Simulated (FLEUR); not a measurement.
A run of FLEUR MaX-R8.1 (patched build s14) is set up as follows.

Contents of inp.xml:

```xml
<?xml version="1.0" encoding="UTF-8" standalone="no"?>
<fleurInput fleurInputVersion="0.39">
   <comment>
      HgSe                                                                                                
   </comment>
   <calculationSetup>
      <cutoffs Kmax="3.8" Gmax="11.8" GmaxXC="11.8" numbands="0"/>
      <scfLoop itmax="60" minDistance="0.00001" maxIterBroyd="15" imix="Anderson" alpha="0.05" precondParam="0.0" spinf="2.0"/>
      <coreElectrons ctail="T" frcor="F" kcrel="0" coretail_lmax="0"/>
      <xcFunctional name="pbe" relativisticCorrections="F"/>
      <magnetism jspins="1"/>
      <soc l_soc="F" theta="0.0" phi="0.0" spav="F"/>
      <expertModes spex="0" secvar="F"/>
      <geometryOptimization l_f="F" forcealpha="1.0" forcemix="BFGS" epsdisp="0.00001" epsforce="0.00001"/>
      <ldaU l_linMix="F" mixParam="0.05" spinf="1.0"/>
   </calculationSetup>
   <cell>
      <bzIntegration valenceElectrons="36.0" mode="hist" fermiSmearingEnergy="0.00183747">
         <kPointListSelection listName="default-1"/>
         <!-- k-points included here -->
         <xi:include xmlns:xi="http://www.w3.org/2001/XInclude" href="kpts.xml"> </xi:include>
      </bzIntegration>
      <!-- symmetry operations included here -->
      <xi:include xmlns:xi="http://www.w3.org/2001/XInclude" href="sym.xml"> </xi:include>
      <bulkLattice scale="1.0">
         <bravaisMatrix>
            <row-1>    0.0000000000000000     5.7428776926594001     5.7428776926594001</row-1>
            <row-2>    5.7428776926594001     0.0000000000000000     5.7428776926594001</row-2>
            <row-3>    5.7428776926594001     5.7428776926594001     0.0000000000000000</row-3>
         </bravaisMatrix>
      </bulkLattice>
   </cell>
   <atomSpecies>
      <species name="Mercury (Hg)" element="Hg" atomicNumber="80">
         <mtSphere radius="2.3" gridPoints="761" logIncrement="0.017"/>
         <atomicCutoffs lmax="9" lnonsphr="7"/>
         <electronConfig flipSpins="F">
            <coreConfig>(1s1/2) (2s1/2) (2p1/2) (2p3/2) (3s1/2) (3p1/2) (3p3/2) (4s1/2) (3d3/2) (3d5/2) (4p1/2) (4p3/2) (4d3/2) (4d5/2) (4f5/2) (4f7/2)</coreConfig>
            <valenceConfig>(5s1/2) (5p1/2) (5p3/2) (6s1/2) (5d3/2) (5d5/2)</valenceConfig>
         </electronConfig>
         <energyParameters s="6" p="6" d="5" f="5"/>
         <lo type="SCLO" l="0" n="5" eDeriv="0"/>
         <lo type="SCLO" l="1" n="5" eDeriv="0"/>
         <lo type="SCLO" l="1" n="5" eDeriv="1"/>
         <lo type="SCLO" l="2" n="5" eDeriv="2"/>
         <lo type="SCLO" l="3" n="5" eDeriv="2"/>
      </species>
      <species name="Selenium (Se)" element="Se" atomicNumber="34">
         <mtSphere radius="2.3" gridPoints="761" logIncrement="0.016"/>
         <atomicCutoffs lmax="9" lnonsphr="7"/>
         <electronConfig flipSpins="F">
            <coreConfig>(1s1/2) (2s1/2) (2p1/2) (2p3/2) (3s1/2) (3p1/2) (3p3/2)</coreConfig>
            <valenceConfig>(3d3/2) (3d5/2) (4s1/2) (4p1/2) (4p3/2)</valenceConfig>
            <stateOccupation state="(4p1/2)" spinUp="0.666667" spinDown="0.666667"/>
            <stateOccupation state="(4p3/2)" spinUp="1.333333" spinDown="1.333333"/>
         </electronConfig>
         <energyParameters s="4" p="4" d="4" f="4"/>
         <lo type="SCLO" l="2" n="3" eDeriv="0"/>
         <lo type="SCLO" l="0" n="4" eDeriv="2"/>
         <lo type="SCLO" l="1" n="4" eDeriv="2"/>
         <lo type="SCLO" l="3" n="4" eDeriv="2"/>
      </species>
   </atomSpecies>
   <atomGroups>
      <atomGroup species="Mercury (Hg)">
         <relPos label="                   1">.0000000000 .0000000000 .0000000000</relPos>
         <force calculate="T" relaxXYZ="TTT"/>
      </atomGroup>
      <atomGroup species="Selenium (Se)">
         <relPos label="                   2">-1.000/4.000 -1.000/4.000 -1.000/4.000</relPos>
         <force calculate="T" relaxXYZ="TTT"/>
      </atomGroup>
   </atomGroups>
   <output dos="F" band="F" slice="F">
      <checks vchk="F" cdinf="F"/>
      <bandDOS minEnergy="-.5*Htr" maxEnergy="0.5*Htr" sigma="0.015" storeEVData="T"/>
      <vacuumDOS vacdos="F" integ="F" star="F" nstars="0" locx1="0.0" locy1="0.0" locx2="0.0" locy2="0.0" nstm="0" tworkf="0.0"/>
      <unfoldingBand unfoldBand="F" supercellX="1" supercellY="1" supercellZ="1"/>
      <plotting iplot="0" polar="F">
         <plot TwoD="T" vec1="  1.0  0.0  0.0" vec2="  0.0  1.0  0.0" vec3="  0.0  0.0  1.0" zero="  0.0  0.0  0.0" file="plot"/>
      </plotting>
      <chargeDensitySlicing numkpt="0" minEigenval="0.0" maxEigenval="0.0" nnne="0" pallst="F"/>
      <specialOutput eonly="F"/>
      <magneticCircularDichroism mcd="F" energyLo="-10.0" energyUp="0.0"/>
   </output>
  <!-- We include the file relax.xml here to enable relaxations (see documentation) -->
  <xi:include xmlns:xi="http://www.w3.org/2001/XInclude" href="relax.xml"> <xi:fallback/> </xi:include>
</fleurInput>
```

crystal.txt

```
HgSe
&input cartesian=F /
0.0000000000  3.0390000000  3.0390000000
3.0390000000  0.0000000000  3.0390000000
3.0390000000  3.0390000000  0.0000000000
1.8897261246
1.0 1.0 1.0

2
80 0.0000000000  0.0000000000  0.0000000000
34 0.7500000000  0.7500000000  0.7500000000

&kpt div1=8 div2=8 div3=8 gamma=T /
```

The input inp.xml (bands):

```
<?xml version="1.0" encoding="UTF-8" standalone="no"?>
<fleurInput fleurInputVersion="0.39">
   <comment>
      HgSe                                                                                                
   </comment>
   <calculationSetup>
      <cutoffs Kmax="3.8" Gmax="11.8" GmaxXC="11.8" numbands="0"/>
      <scfLoop itmax="60" minDistance="0.00001" maxIterBroyd="15" imix="Anderson" alpha="0.05" precondParam="0.0" spinf="2.0"/>
      <coreElectrons ctail="T" frcor="F" kcrel="0" coretail_lmax="0"/>
      <xcFunctional name="pbe" relativisticCorrections="F"/>
      <magnetism jspins="1"/>
      <soc l_soc="F" theta="0.0" phi="0.0" spav="F"/>
      <expertModes spex="0" secvar="F"/>
      <geometryOptimization l_f="F" forcealpha="1.0" forcemix="BFGS" epsdisp="0.00001" epsforce="0.00001"/>
      <ldaU l_linMix="F" mixParam="0.05" spinf="1.0"/>
   </calculationSetup>
   <cell>
      <bzIntegration valenceElectrons="36.0" mode="hist" fermiSmearingEnergy="0.00183747">
         <kPointListSelection listName="path-1"/>
         <!-- k-points included here -->
         <xi:include xmlns:xi="http://www.w3.org/2001/XInclude" href="kpts.xml"> </xi:include>
      </bzIntegration>
      <!-- symmetry operations included here -->
      <xi:include xmlns:xi="http://www.w3.org/2001/XInclude" href="sym.xml"> </xi:include>
      <bulkLattice scale="1.0">
         <bravaisMatrix>
            <row-1>    0.0000000000000000     5.7428776926594001     5.7428776926594001</row-1>
            <row-2>    5.7428776926594001     0.0000000000000000     5.7428776926594001</row-2>
            <row-3>    5.7428776926594001     5.7428776926594001     0.0000000000000000</row-3>
         </bravaisMatrix>
      </bulkLattice>
   </cell>
   <atomSpecies>
      <species name="Mercury (Hg)" element="Hg" atomicNumber="80">
         <mtSphere radius="2.3" gridPoints="761" logIncrement="0.017"/>
         <atomicCutoffs lmax="9" lnonsphr="7"/>
         <electronConfig flipSpins="F">
            <coreConfig>(1s1/2) (2s1/2) (2p1/2) (2p3/2) (3s1/2) (3p1/2) (3p3/2) (4s1/2) (3d3/2) (3d5/2) (4p1/2) (4p3/2) (4d3/2) (4d5/2) (4f5/2) (4f7/2)</coreConfig>
            <valenceConfig>(5s1/2) (5p1/2) (5p3/2) (6s1/2) (5d3/2) (5d5/2)</valenceConfig>
         </electronConfig>
         <energyParameters s="6" p="6" d="5" f="5"/>
         <lo type="SCLO" l="0" n="5" eDeriv="0"/>
         <lo type="SCLO" l="1" n="5" eDeriv="0"/>
         <lo type="SCLO" l="1" n="5" eDeriv="1"/>
         <lo type="SCLO" l="2" n="5" eDeriv="2"/>
         <lo type="SCLO" l="3" n="5" eDeriv="2"/>
      </species>
      <species name="Selenium (Se)" element="Se" atomicNumber="34">
         <mtSphere radius="2.3" gridPoints="761" logIncrement="0.016"/>
         <atomicCutoffs lmax="9" lnonsphr="7"/>
         <electronConfig flipSpins="F">
            <coreConfig>(1s1/2) (2s1/2) (2p1/2) (2p3/2) (3s1/2) (3p1/2) (3p3/2)</coreConfig>
            <valenceConfig>(3d3/2) (3d5/2) (4s1/2) (4p1/2) (4p3/2)</valenceConfig>
            <stateOccupation state="(4p1/2)" spinUp="0.666667" spinDown="0.666667"/>
            <stateOccupation state="(4p3/2)" spinUp="1.333333" spinDown="1.333333"/>
         </electronConfig>
         <energyParameters s="4" p="4" d="4" f="4"/>
         <lo type="SCLO" l="2" n="3" eDeriv="0"/>
         <lo type="SCLO" l="0" n="4" eDeriv="2"/>
         <lo type="SCLO" l="1" n="4" eDeriv="2"/>
         <lo type="SCLO" l="3" n="4" eDeriv="2"/>
      </species>
   </atomSpecies>
   <atomGroups>
      <atomGroup species="Mercury (Hg)">
         <relPos label="                   1">.0000000000 .0000000000 .0000000000</relPos>
         <force calculate="T" relaxXYZ="TTT"/>
      </atomGroup>
      <atomGroup species="Selenium (Se)">
         <relPos label="                   2">-1.000/4.000 -1.000/4.000 -1.000/4.000</relPos>
         <force calculate="T" relaxXYZ="TTT"/>
      </atomGroup>
   </atomGroups>
   <output dos="F" band="T" slice="F">
      <checks vchk="F" cdinf="F"/>
      <bandDOS minEnergy="-.5*Htr" maxEnergy="0.5*Htr" sigma="0.015" storeEVData="T"/>
      <vacuumDOS vacdos="F" integ="F" star="F" nstars="0" locx1="0.0" locy1="0.0" locx2="0.0" locy2="0.0" nstm="0" tworkf="0.0"/>
      <unfoldingBand unfoldBand="F" supercellX="1" supercellY="1" supercellZ="1"/>
      <plotting iplot="0" polar="F">
         <plot TwoD="T" vec1="  1.0  0.0  0.0" vec2="  0.0  1.0  0.0" vec3="  0.0  0.0  1.0" zero="  0.0  0.0  0.0" file="plot"/>
      </plotting>
      <chargeDensitySlicing numkpt="0" minEigenval="0.0" maxEigenval="0.0" nnne="0" pallst="F"/>
      <specialOutput eonly="F"/>
      <magneticCircularDichroism mcd="F" energyLo="-10.0" energyUp="0.0"/>
   </output>
  <!-- We include the file relax.xml here to enable relaxations (see documentation) -->
  <xi:include xmlns:xi="http://www.w3.org/2001/XInclude" href="relax.xml"> <xi:fallback/> </xi:include>
</fleurInput>
```

Potentials or basis: all-electron, FLAPW.

Run with:

```console
$ inpgen -f crystal.txt -profile fastHighL
$ # inp.xml edited to the form shown
$ fleur
$ fleur   # second run, on inp.xml (bands)
```

Task: What does it give for the band gap along the path?

Result: None (metal or under the smearing width).

Levels at the corners of the path, in eV from the Fermi level:
```csv
point,band 16,band 17,band 18,band 19,band 20,band 21
Γ,-0.99,-0.06,-0.06,-0.06,5.44,5.44
X,-5.15,-2.37,-2.37,2.73,2.95,8.40
W,-5.37,-2.81,-2.48,3.57,5.08,6.04
K,-5.32,-2.95,-1.95,2.88,4.43,7.90
Γ,-0.99,-0.06,-0.06,-0.06,5.44,5.44
L,-5.59,-1.03,-1.03,1.06,6.21,6.21
U,-5.32,-2.95,-1.95,2.88,4.43,7.90
W,-5.37,-2.81,-2.48,3.57,5.08,6.04
L,-5.59,-1.03,-1.03,1.06,6.21,6.21
K,-5.32,-2.95,-1.95,2.88,4.43,7.90
U,-5.32,-2.95,-1.95,2.88,4.43,7.90
X,-5.15,-2.37,-2.37,2.73,2.95,8.40
```

Caveat: spin-orbit coupling is left out, which moves the levels of the heavy elements.
